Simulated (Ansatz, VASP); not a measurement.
In: VASP beside Ansatz

File INCAR:

```
SYSTEM = In
  PREC = Accurate
  ENCUT = 520
  EDIFF = 1E-6
  ISMEAR = 1
  SIGMA = 0.2
  LREAL = .False.
  LASPH = .True.
  NELM = 80
  ALGO = Normal
  ISIF = 2
  LWAVE = .False.
  LCHARG = .False.
  GGA = B5
  ALDAX = 1.0
  AGGAX = 1.0
  AGGAC = 1.0
  ALDAC = 0.0
  NBANDS = 12
```

KPOINTS

```
Automatic mesh
0
Gamma
  9 9 9
  0 0 0
```

File POSCAR:

```
In
1.0
   -1.8825250000      1.8825250000      1.8825250000
    1.8825250000     -1.8825250000      1.8825250000
    1.8825250000      1.8825250000     -1.8825250000
In
1
Direct
    0.0000000000      0.0000000000      0.0000000000
```

Input for Ansatz:

```yaml
crystal:
  lattice:
    - [-1.882525, 1.882525, 1.882525]
    - [1.882525, -1.882525, 1.882525]
    - [1.882525, 1.882525, -1.882525]
  atoms:
    - { symbol: In, position: [0.0, 0.0, 0.0] }
kpoints:
  mp_grid:
    grid: [9, 9, 9]
    shift: [0.0, 0.0, 0.0]
hamiltonian:
  xc: blyp
scf:
  self_checks: low
  occupations:
    method: cold
    width: 0.2
output:
  stress: true
```

This isn't the form of In at room conditions, which is tetragonal.

Alike in both runs: task single point; functional BLYP; k mesh 9 × 9 × 9; no spin polarisation.

```csv
,VASP,Ansatz
version,VASP 6.6.1,Ansatz 0.2.0
potentials or method,"VASP PAW PBE potentials, release 64 (In_d)","plane waves, PAW"
plane-wave cutoff (eV),520,420
occupations,"methfessel-paxton of order 1, width 0.2 eV","cold, width 0.2 eV"
valence electrons in the cell,13,13
```

|  | VASP | Ansatz | Ansatz less VASP |
| --- | --- | --- | --- |
| pressure (GPa) | 5.9 | 5.8 | -0.06 |

Caveats: the PAW data sets were made with another functional, which shifts forces and pressure a little (VASP).
